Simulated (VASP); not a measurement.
# BN (Fmm2) in VASP: notebook

Aim: see how the results for BN move with the level of theory and the settings. Levels: r2SCAN, r2SCAN+rVV10. Tasks: relaxation of cell and atoms.

All numbers are computed with VASP 6.6.1; they aren't measurements. Logs are shortened: lines on timing, memory, paths and dates and some standing lists are left out, and cuts for length are marked.

## Step 1: Starting point

Symmetry: Fmm2, No. 42, orthorhombic system. Conventional cell: a = 2.503 Å, b = 6.991 Å, c = 4.332 Å, α = 90.00°, β = 90.00°, γ = 90.00°. B (site symmetry mm2) is surrounded by 3 N at 1.44 Å. N (site symmetry mm2) is surrounded by 3 B at 1.44 Å.

Measurements of this composition are mostly on another form, of space group No. 194.

## Step 2: Relaxation of cell and atoms, r2SCAN

File INCAR:

```
ALGO = Normal
EDIFF = 1E-7
EDIFFG = -0.005
ENCUT = 600
IBRION = 2
ISIF = 3
ISMEAR = 0
LASPH = T
LCHARG = F
LMIXTAU = T
LREAL = F
LWAVE = F
METAGGA = R2SCAN
NELM = 60
NSW = 90
PREC = Accurate
SIGMA = 0.02
```

File KPOINTS:

```
k-points
0
Gamma
  12 12 12
```

File POSCAR:

```
BN
1.0
    0.0000000000      3.4953158300      2.1660912400
    1.2516321000      0.0000000000      2.1660912400
    1.2516321000      3.4953158300      0.0000000000
B N
1 1
Direct
    0.0000486500      0.0000486500      0.9999513500
    0.6666513400      0.6666513400      0.3333486600
```

Potentials or basis: VASP PAW PBE potentials, release 64 (B, N).

Started as:

```bash
$ cat potpaw_PBE.64/B/POTCAR potpaw_PBE.64/N/POTCAR > POTCAR
$ mpirun -np 1 vasp_std > vasp.out
```

OUTCAR:

```text
EDIFF = 1E-7
   EDIFFG = -0.005
   ENCUT = 600
   IBRION = 2
   ISIF = 3
   ISMEAR = 0
   LASPH = T
   LREAL = F
   METAGGA = R2SCAN
   NELM = 60
   NSW = 90
   PREC = Accurate

 ion  position               nearest neighbor table
   1  0.000  0.000  1.000-   2 1.44   2 1.44   2 1.44
   2  0.667  0.667  0.333-   1 1.44   1 1.44   1 1.44

  LATTYP: Found a face centered orthorhombic cell.
 ALAT       =     2.5032642000
 B/A-ratio  =     1.7306133647
 C/A-ratio  =     2.7926064137

  Lattice vectors:

 A1 = (   0.0000000000,   3.4953158300,   2.1660912400)
 A2 = (  -1.2516321000,   3.4953158300,   0.0000000000)
 A3 = (  -1.2516321000,   0.0000000000,   2.1660912400)

Analysis of symmetry for initial positions (statically):
=====================================================================
 Subroutine PRICEL returns:
 Original cell was already a primitive cell.

 Routine SETGRP: Setting up the symmetry group for a
 face centered orthorhombic supercell.

 Subroutine GETGRP returns: Found  4 space group operations
 (whereof  4 operations were pure point group operations)
 out of a pool of  8 trial point group operations.

The static configuration has the point symmetry C_2v.

Analysis of symmetry for dynamics (positions and initial velocities):
=====================================================================
 Subroutine PRICEL returns:
 Original cell was already a primitive cell.

 Routine SETGRP: Setting up the symmetry group for a
 face centered orthorhombic supercell.

 Subroutine GETGRP returns: Found  4 space group operations
 (whereof  4 operations were pure point group operations)
 out of a pool of  8 trial point group operations.

The dynamic configuration has the point symmetry C_2v.

 Subroutine INISYM returns: Found  4 space group operations
 (whereof  4 operations are pure point group operations),
 and found     1 'primitive' translations

----------------------------------------------------------------------------------------

                                     Primitive cell

  volume of cell :      18.9526

  direct lattice vectors                    reciprocal lattice vectors
     0.000000000  3.495315830  2.166091240    -0.399478409  0.143048590  0.230830535
     1.251632100  0.000000000  2.166091240     0.399478409 -0.143048590  0.230830535
     1.251632100  3.495315830  0.000000000     0.399478409  0.143048590 -0.230830535

  length of vectors
     4.112077822  2.501706252  3.712656147     0.483041027  0.483041027  0.483041027

  position of ions in fractional coordinates (direct lattice)
     0.000048650  0.000048650  0.999951350
     0.666651340  0.666651340  0.333348660

  ion indices of the primitive-cell ions
   primitive index   ion index
                 1           1
                 2           2

----------------------------------------------------------------------------------------

 KPOINTS: k-points

Automatic generation of k-mesh.
 Grid dimensions read from file:
 generate k-points for:   12   12   12

 Generating k-lattice:

  Cartesian coordinates                     Fractional coordinates (reciprocal lattice)
    -0.033289867  0.011920716  0.019235878     0.083333333  0.000000000  0.000000000
     0.033289867 -0.011920716  0.019235878     0.000000000  0.083333333  0.000000000
     0.033289867  0.011920716 -0.019235878     0.000000000  0.000000000  0.083333333

  Length of vectors
     0.040253419  0.040253419  0.040253419

  Shift w.r.t. Gamma in fractional coordinates (k-lattice)
     0.000000000  0.000000000  0.000000000

 Subroutine IBZKPT returns following result:
 ===========================================

 Found    280 irreducible k-points:

 Following reciprocal coordinates:
            Coordinates               Weight
  0.000000  0.000000  0.000000      1.000000
  0.083333  0.000000 -0.000000      8.000000
  0.166667  0.000000 -0.000000      8.000000
  0.250000  0.000000  0.000000      8.000000
  0.333333  0.000000  0.000000      8.000000
  0.416667  0.000000 -0.000000      8.000000
[... 16 lines left out ...]
  0.500000  0.166667  0.000000      8.000000
 -0.416667  0.166667  0.000000      8.000000
 [... further k-points ...]
   k-points           NKPTS =    280   k-points in BZ     NKDIM =    280   number of bands    NBANDS=      8
   number of dos      NEDOS =    301   number of ions     NIONS =      2
   total plane-waves  NPLWV =  21600
   dimension x,y,z NGX =    36 NGY =   20 NGZ =   30
   dimension x,y,z NGXF=    72 NGYF=   40 NGZF=   60
   ions per type =               1   1
   NGX,Y,Z   is equivalent  to a cutoff of  14.55, 13.29, 13.43 a.u.
   NGXF,Y,Z  is equivalent  to a cutoff of  29.11, 26.58, 26.87 a.u.
 SYSTEM =  unknown system
   PREC   = accura    normal or accurate (medium, high low for compatibility)
   ISTART =      0    job   : 0-new  1-cont  2-samecut
   ICHARG =      2    charge: 1-file 2-atom 10-const
   ISPIN  =      1    spin polarized calculation?
   LNONCOLLINEAR =      F non collinear calculations
   LSORBIT =      F    spin-orbit coupling
   LASPH  =      T    aspherical Exc in radial PAW
   ENCUT  =  600.0 eV  44.10 Ry    6.64 a.u.   8.21  5.00  7.42*2*pi/ulx,y,z
   NELM   =     60;   NELMIN=  2; NELMDL= -5     # of ELM steps
   EDIFF  = 0.1E-06   stopping-criterion for ELM
   LREAL  =      F    real-space projection
   EDIFFG = -.5E-02   stopping-criterion for IOM
   NSW    =     90    number of steps for IOM
   IBRION =      2    ionic relax: 0-MD 1-quasi-New 2-CG
   NFREE  =      1    steps in history (QN), initial steepest desc. (CG)
   ISIF   =      3    stress and relaxation
   ISYM   =      2    0-nonsym 1-usesym 2-fastsym
   POTIM  = 0.5000    time-step for ionic-motion
   TEBEG  =    0.0;   TEEND  =   0.0 temperature during run
   PSTRESS=    0.0 pullay stress
   NELECT =       8.0000    total number of electrons
   NUPDOWN=      -1.0000    fix difference up-down
   EMIN   =  10.00;   EMAX   =-10.00  energy-range for DOS
   EFERMI =   0.00;   METHOD = LEGACY
   ISMEAR =     0;   SIGMA  =   0.02  broadening in eV -4-tet -1-fermi 0-gaus
   EFERMI_NEDOS =   21; number of points for ismear=-14 and -15
   IALGO  =     38    algorithm
   IMIX   =      4    mixing-type and parameters
     AMIX     =   0.40;   BMIX     =  1.00
     AMIX_MAG =   1.60;   BMIX_MAG =  1.00
  volume/ion in A,a.u.               =       9.48        63.95
  Fermi-wavevector in a.u.,A,eV,Ry     =   1.228047  2.320672 20.518928  1.508099
  Thomas-Fermi vector in A             =   2.362987
   LORBIT       =      0    0 simple, 1 ext, 2 COOP (PROOUT), +10 PAW based schemes
   METAGGA = R2SCAN    functional components
   LHFCALC =     F    Hartree Fock is set to
   AEXX    =    0.0000 exact exchange contribution
   IVDW    =     0    specifies the selected vdW correction
   LEPSILON=     F    determine dielectric tensor
   LRPA    =     F    only Hartree local field effects (RPA)
 conjugate gradient relaxation of ions
 non-spin polarized calculation
 Gauss-broadening in eV      SIGMA  =   0.02
  energy-cutoff  :      600.00
  volume of cell :       18.95
 maximum number of plane-waves:       650
 NGX is ok and might be reduce to    36
   NGX = 17   NGY =  9   NGZ = 15

--------------------------------------- Ionic step        1  -------------------------------------------

 number of electron       8.0000000 magnetization

 Free energy of the ion-electron system (eV)
  ---------------------------------------------------
  ext. energy  EPLUGINS =         0.00000000
  ---------------------------------------------------
  free energy    TOTEN  =       -19.29733381 eV

  energy without entropy =      -19.29733381  energy(sigma->0) =      -19.29733381

------------------------ aborting loop because EDIFF is reached ----------------------------------------

  FORCE on cell =-STRESS in cart. coord.  units (eV):
  Direction    XX          YY          ZZ          XY          YZ          ZX
  --------------------------------------------------------------------------------------
  -------------------------------------------------------------------------------------
  Total       -0.0012697     -0.0261760     -0.0029914      0.0000000      0.0000000      0.0000000
  in kB       -0.1073326     -2.2128113     -0.2528824      0.0000000      0.0000000      0.0000000
  external PRESSURE =      -0.8576755 kB  Pullay stress =       0.0000000 kB
[... 89 lines left out ...]
  FREE ENERGIE OF THE ION-ELECTRON SYSTEM (eV)
  ---------------------------------------------------
  free  energy   TOTEN  =       -19.2973439791 eV

  energy  without entropy=      -19.2973439791  energy(sigma->0) =      -19.29734398

[... ionic steps 4 to 9 ...]

--------------------------------------- Ionic step       10  -------------------------------------------

 number of electron       8.0000000 magnetization

------------------------ aborting loop because EDIFF is reached ----------------------------------------

  FORCE on cell =-STRESS in cart. coord.  units (eV):
  Direction    XX          YY          ZZ          XY          YZ          ZX
  --------------------------------------------------------------------------------------
  -------------------------------------------------------------------------------------
  Total       -0.0238198      0.0017932     -0.0430431      0.0000000      0.0000000      0.0000000
  in kB       -2.0370644      0.1533527     -3.6810352      0.0000000      0.0000000      0.0000000
  external PRESSURE =      -1.8549157 kB  Pullay stress =       0.0000000 kB
[... 57 lines left out ...]
  energy  without entropy=      -19.2974850161  energy(sigma->0) =      -19.29748502

--------------------------------------- Ionic step       12  -------------------------------------------

 number of electron       8.0000000 magnetization

 Free energy of the ion-electron system (eV)
  ---------------------------------------------------
  ext. energy  EPLUGINS =         0.00000000
  ---------------------------------------------------
  free energy    TOTEN  =       -19.29748910 eV

  energy without entropy =      -19.29748910  energy(sigma->0) =      -19.29748910

 E-fermi :   1.8967     XC(G=0): -10.4695

 val. band max:        1.8154558425   @ k =   0.5000  -0.3333   0.1667
 cond. band min:       6.1246919351   @ k =   0.0000   0.5000   0.5000
 fundamental gap:      4.3092360926
 Fermi energy:         1.8967096026

 k-point     1 :       0.0000    0.0000    0.0000
  band No.  band energies     occupation
      1     -17.0722      2.00000
      2      -2.7337      2.00000
      3       0.3619      2.00000
      4       0.3642      2.00000
      5       7.0536      0.00000
      6      14.0593      0.00000
      7      14.1365      0.00000
      8      16.0786      0.00000
[... 243 lines left out ...]
 k-point    24 :      -0.4167    0.1667    0.0000
  band No.  band energies     occupation
      1     -13.5364      2.00000
      2      -7.2036      2.00000
      3      -3.9833      2.00000
      4       1.1590      2.00000
      5       7.1763      0.00000
      6      14.0610      0.00000
      7      16.0047      0.00000
      8      17.8137      0.00000

 [... further k-points ...]

------------------------ aborting loop because EDIFF is reached ----------------------------------------

  FORCE on cell =-STRESS in cart. coord.  units (eV):
  Direction    XX          YY          ZZ          XY          YZ          ZX
  --------------------------------------------------------------------------------------
  -------------------------------------------------------------------------------------
  Total       -0.0047235     -0.0013023     -0.0083785      0.0000000      0.0000000      0.0000000
  in kB       -0.4036529     -0.1112885     -0.7159955      0.0000000      0.0000000      0.0000000
  external PRESSURE =      -0.4103123 kB  Pullay stress =       0.0000000 kB
[... 17 lines left out ...]
  FREE ENERGIE OF THE ION-ELECTRON SYSTEM (eV)
  ---------------------------------------------------
  free  energy   TOTEN  =       -19.2974890961 eV

  energy  without entropy=      -19.2974890961  energy(sigma->0) =      -19.29748910

 reached required accuracy - stopping structural energy minimisation
```

Run time: 32 min. Hardware: 1 thread of Intel Xeon Platinum 8375C at 2.90GHz (Ice Lake), shared host; peak memory 0.2 GiB.

Results:

```yaml
Free_energy: -19.2975 eV
Relaxed_volume: 9.37 Å³/atom
Relaxed_cell: a = 4.080 Å, b = 2.502 Å, c = 3.677 Å, α = 80.19°, β = 37.17°, γ = 62.64°
Space_group_after_relaxing_to_0.05_Å: Fmm2 (No. 42)
Energy_gained_by_relaxing: 0.1 meV/atom
Ionic_steps: 12
Pressure_after_relaxing: 0.0 GPa
Band_gap_on_the_k_mesh: 4.31 eV, indirect (least direct gap 5.22 eV)
```

The path:
| step | energy change (eV) | largest force (eV/Å) | pressure (GPa) | volume (Å³) |
| --- | --- | --- | --- | --- |
| 1 | 0.0000 | 0.0086 | -0.09 | 18.95 |
| 2 | 0.0000 | 0.0253 | -0.05 | 18.94 |
| 3 | 0.0000 | 0.0193 | -0.05 | 18.94 |
| 4 | 0.0000 | 0.0188 | -0.05 | 18.94 |
| 5 | 0.0000 | 0.0171 | -0.03 | 18.92 |
| 6 | -0.0001 | 0.0137 | 0.00 | 18.89 |
| 7 | -0.0001 | 0.0069 | 0.07 | 18.83 |
| 8 | -0.0001 | 0.0056 | 0.04 | 18.82 |
| 9 | -0.0001 | 0.0016 | -0.03 | 18.79 |
| 10 | -0.0001 | 0.0064 | -0.19 | 18.73 |
| 11 | -0.0002 | 0.0029 | -0.12 | 18.76 |
| 12 | -0.0002 | 0.0003 | -0.04 | 18.75 |

Final structure:
```
B N
1.0
     0.00000    3.45749    2.16599
     1.25175    0.00000    2.16599
     1.25175    3.45749    0.00000
B N
1 1
Direct
  0.00008 0.00008 0.99992
  0.66662 0.66662 0.33338
```

Levels at points of the mesh, in eV from the valence-band top:
```
           k point  band 2  band 3  band 4  band 5  band 6  band 7
(0.00, 0.00, 0.00)   -4.55   -1.45   -1.45    5.24   12.24   12.32
(0.50, 0.00, 0.00)   -9.36   -4.38   -1.03    5.22   10.52   14.08
(0.50, 0.50, 0.00)   -9.46   -4.37   -0.48    6.57   10.06   12.81
(0.50, 0.00, 0.50)   -6.33   -1.48   -1.44   10.37   12.20   12.27
(0.00, 0.50, 0.50)   -9.25   -4.42   -1.52    4.31   10.59   15.42
```

Caveat: the PAW data sets were made with another functional, which shifts forces and pressure a little.

## Step 3: Relaxation of cell and atoms, r2SCAN+rVV10

Changes to INCAR since step 2:

```diff
@@ -1,2 +1,4 @@
 ALGO = Normal
+BPARAM = 11.95
+CPARAM = 0.0093
 EDIFF = 1E-7
@@ -7,2 +9,3 @@
 ISMEAR = 0
+IVDW_NL = 2
 LASPH = T
@@ -11,2 +14,3 @@
 LREAL = F
+LUSE_VDW = T
 LWAVE = F
```

KPOINTS is that of step 2.

POSCAR is that of step 2.

Potentials or basis: VASP PAW PBE potentials, release 64 (B, N).

Started as:

```bash
$ cat potpaw_PBE.64/B/POTCAR potpaw_PBE.64/N/POTCAR > POTCAR
$ mpirun -np 1 vasp_std > vasp.out
```

It took 53 min on 1 thread of Intel Xeon Platinum 8375C at 2.90GHz (Ice Lake), shared host; peak memory 0.28 GiB.

The run converged. Its results:

```
Free energy                            : -19.1213 eV
Relaxed volume                         : 8.87 Å³/atom
Relaxed cell                           : a = 3.925 Å, b = 2.501 Å, c = 3.505 Å, α = 79.70°, β = 38.82°, γ = 61.48°
Space group after relaxing (to 0.05 Å) : Fmm2 (No. 42)
Energy gained by relaxing              : 3.7 meV/atom
Ionic steps                            : 17
Pressure after relaxing                : 0.0 GPa
Band gap on the k mesh                 : 3.99 eV, indirect (least direct gap 5.18 eV)
```

The path:
```tsv
step	energy change (eV)	largest force (eV/Å)	pressure (GPa)	volume (Å³)
1	0.0000	0.0086	-0.65	18.95
2	-0.0009	0.0246	-0.38	18.85
3	-0.0032	0.1247	0.45	18.53
4	-0.0043	0.3262	2.29	17.91
5	-0.0045	0.2642	1.70	18.10
6	-0.0046	0.2544	1.67	18.08
7	-0.0051	0.2251	1.58	18.04
8	-0.0060	0.1663	1.40	17.95
9	-0.0070	0.0489	1.05	17.78
10	-0.0061	0.1860	0.42	17.44
11	-0.0071	0.0153	0.87	17.69
12	-0.0072	0.0037	0.64	17.70
13	-0.0073	0.0268	0.03	17.74
14	-0.0073	0.0137	0.00	17.74
15	-0.0073	0.0016	-0.03	17.75
16	-0.0073	0.0016	-0.01	17.75
17	-0.0073	0.0010	0.03	17.74
```

Final structure:
```cif
data_structure
_symmetry_space_group_name_H-M 'P 1'
_symmetry_Int_Tables_number 1
_cell_length_a 3.9249
_cell_length_b 2.5006
_cell_length_c 3.5051
_cell_angle_alpha 79.701
_cell_angle_beta 38.819
_cell_angle_gamma 61.480
_cell_volume 17.74
loop_
_atom_site_label
_atom_site_type_symbol
_atom_site_fract_x
_atom_site_fract_y
_atom_site_fract_z
_atom_site_occupancy
B1 B 0.00012 0.00012 0.99988 1
N1 N 0.66658 0.66658 0.33342 1
```

Levels at points of the mesh, in eV from the valence-band top:
```csv
k point,band 2,band 3,band 4,band 5,band 6,band 7
"(0.00, 0.00, 0.00)",-4.31,-1.50,-1.50,5.44,12.18,12.30
"(0.50, 0.00, 0.00)",-9.43,-4.43,-1.10,5.09,10.50,14.30
"(0.50, 0.50, 0.00)",-9.58,-4.42,-0.34,6.82,10.01,12.89
"(0.50, 0.00, 0.50)",-6.65,-1.54,-1.49,10.97,12.10,12.22
"(0.00, 0.50, 0.50)",-9.27,-4.50,-1.77,3.99,10.46,15.79
```

Caveat: the PAW data sets were made with another functional, which shifts forces and pressure a little.
